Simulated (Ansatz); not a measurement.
## ZrO2 in the fluorite structure

The computed numbers are results of r²SCAN, scalar-relativistic (no spin polarisation) in the plane-wave PAW code Ansatz at 500 eV, Γ-centred 8×8×8 mesh, 0.05 eV Gaussian smearing. The datasets are Ansatz's generated set soft_2.

```
Zr O
1.0
     0.00000    2.54464    2.54464
     2.54464    0.00000    2.54464
     2.54464    2.54464    0.00000
Zr O
1 2
Cartesian
  0.0000 0.0000 0.0000
  1.2723 1.2723 1.2723
  3.8170 3.8170 3.8170
```

The start was a prototype's sites filled with these elements; the Crystallography Open Database holds the compound in this structure.

Elastic constants come from the stress of slightly strained cells with relaxed atoms, in GPa, Voigt order xx, yy, zz, yz, xz, xy in the Cartesian frame of the vectors above.

Task: Give the elastic tensor.

Result: 
```
564 103 103   0   0   0
103 564 103   0   0   0
103 103 564   0   0   0
  0   0   0  70   0   0
  0   0   0   0  70   0
  0   0   0   0   0  70
```

Task: Is the crystal mechanically stable, and what are its polycrystalline moduli?

Result: Stable against homogeneous strain: the smallest eigenvalue of the tensor is 70 GPa. Hill averages: K = 257 GPa, G = 116 GPa, E = 302 GPa, ν = 0.30.

For a cubic crystal three numbers say it all: C11 = 564.4, C12 = 103.4, C44 = 70.1 GPa. K = (C11 + 2C12)/3 = 257.1 GPa. The two shear moduli are C44 and C′ = (C11 − C12)/2 = 230.5 GPa, so Zener's ratio C44/C′ is 0.30: the crystal is stiffest along ⟨100⟩ and softest along ⟨111⟩. The Cauchy pressure C12 − C44 is 33 GPa; pair forces would make it zero if every atom sat on a centre of inversion, which isn't so here, so internal relaxation also enters.

The equation of state, an independent route, gives B0 = 257 GPa, against 257 GPa here.

Run time: 12 s on 4 threads of Arm Neoverse V2, on a shared host, peak memory 0.47 GiB.

